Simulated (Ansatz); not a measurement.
Input and command of a plane-wave DFT calculation in Ansatz:

```yaml
crystal:
  lattice:
    - [0.0, 2.87509105, 2.87509105]
    - [2.87509105, 0.0, 2.87509105]
    - [2.87509105, 2.87509105, 0.0]
  atoms:
    - { symbol: Ga, position: [0.0, 0.0, 0.0] }
    - { symbol: As, position: [0.75, 0.75, 0.75] }
basis:
  ecutwfc: 420
kpoints:
  mp_grid: { grid: [6, 6, 6] }
hamiltonian:
  xc: pbesol
scf:
  occupations: { method: gaussian, width: 0.1 }
output:
  forces: true
  stress: true
  eigenvalues: true
```

```bash
ansatz run input.yaml --threads 4 --pin off --max-ram 8192MiB --backend cpu --events-out ev --progress --plain --runs-dir out
```

Processor: Intel(R) Xeon(R) Processor @ 2.70GHz, 4 threads, on a host shared with other jobs.

Q: How long does it run, and how much memory does it take?

A: About 0.88 s on 4 threads of Intel(R) Xeon(R) Processor @ 2.70GHz, with other jobs on the host, peak memory 0.36 GiB. It solves 18 bands at 16 k points (the mesh reduced by the symmetry that the task leaves, which can be less than the crystal's) with about 941 plane waves, in 6 SCF iterations.
